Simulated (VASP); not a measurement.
Here is a VASP 6.6.1 calculation.

Contents of POSCAR:

```
Sb
1.0
   -1.8713408863      1.8713408863      1.8713408863
    1.8713408863     -1.8713408863      1.8713408863
    1.8713408863      1.8713408863     -1.8713408863
Sb
1
Direct
    0.0000000000      0.0000000000      0.0000000000
```

Contents of INCAR.step1:

```
SYSTEM = Sb
PREC     = Accurate       ! precision mode
ENCUT    = 520            ! plane-wave cutoff, eV
EDIFF    = 1E-6           ! SCF threshold, eV
ISMEAR   = -1             ! smearing method
SIGMA    = 0.05           ! smearing width, eV
LREAL    = .False.        ! projectors in reciprocal space
LASPH    = .True.         ! aspherical terms in the spheres
NELM     = 60             ! most SCF steps
ALGO     = Normal         ! electronic algorithm
ISIF     = 2              ! what is computed and relaxed
LWAVE    = .False.        ! write WAVECAR
LCHARG   = .True.         ! write CHGCAR
GGA      = AM             ! functional
```

File KPOINTS.step1:

```
Automatic mesh
0
Gamma
  10 10 10
  0 0 0
```

Contents of INCAR.step2:

```
SYSTEM = Sb
PREC     = Accurate       ! precision mode
ENCUT    = 520            ! plane-wave cutoff, eV
EDIFF    = 1E-6           ! SCF threshold, eV
ISMEAR   = 0              ! smearing method
SIGMA    = 0.05           ! smearing width, eV
LREAL    = .False.        ! projectors in reciprocal space
LASPH    = .True.         ! aspherical terms in the spheres
NELM     = 60             ! most SCF steps
ALGO     = Normal         ! electronic algorithm
ISIF     = 2              ! what is computed and relaxed
LWAVE    = .False.        ! write WAVECAR
LCHARG   = .False.        ! write CHGCAR
GGA      = AM             ! functional
ICHARG   = 11             ! starting density
```

File KPOINTS.step2:

```
path GHNGPH,PN
15
line-mode
reciprocal
 0.0000000000  0.0000000000  0.0000000000  G
 0.5000000000 -0.5000000000  0.5000000000  H

 0.5000000000 -0.5000000000  0.5000000000  H
 0.0000000000  0.0000000000  0.5000000000  N

 0.0000000000  0.0000000000  0.5000000000  N
 0.0000000000  0.0000000000  0.0000000000  G

 0.0000000000  0.0000000000  0.0000000000  G
 0.2500000000  0.2500000000  0.2500000000  P

 0.2500000000  0.2500000000  0.2500000000  P
 0.5000000000 -0.5000000000  0.5000000000  H

 0.2500000000  0.2500000000  0.2500000000  P
 0.0000000000  0.0000000000  0.5000000000  N
```

Potentials or basis: VASP PAW PBE potentials, release 64 (Sb).

Run with:

```console
$ cat potpaw_PBE.64/Sb/POTCAR > POTCAR
$ cp INCAR.step1 INCAR
$ cp KPOINTS.step1 KPOINTS
$ mpirun -np 1 vasp_std > vasp.out
$ cp INCAR.step2 INCAR
$ cp KPOINTS.step2 KPOINTS
$ mpirun -np 1 vasp_std > vasp.out
```

(1) What does it give for the band gap along the path?

## Answers

(1) none (metal or under the smearing width).

Caveat: the log is that of the step along the path at fixed density, whose energy, stress, charges and moments have no meaning; spin-orbit coupling is left out, which moves the levels of the heavy elements.
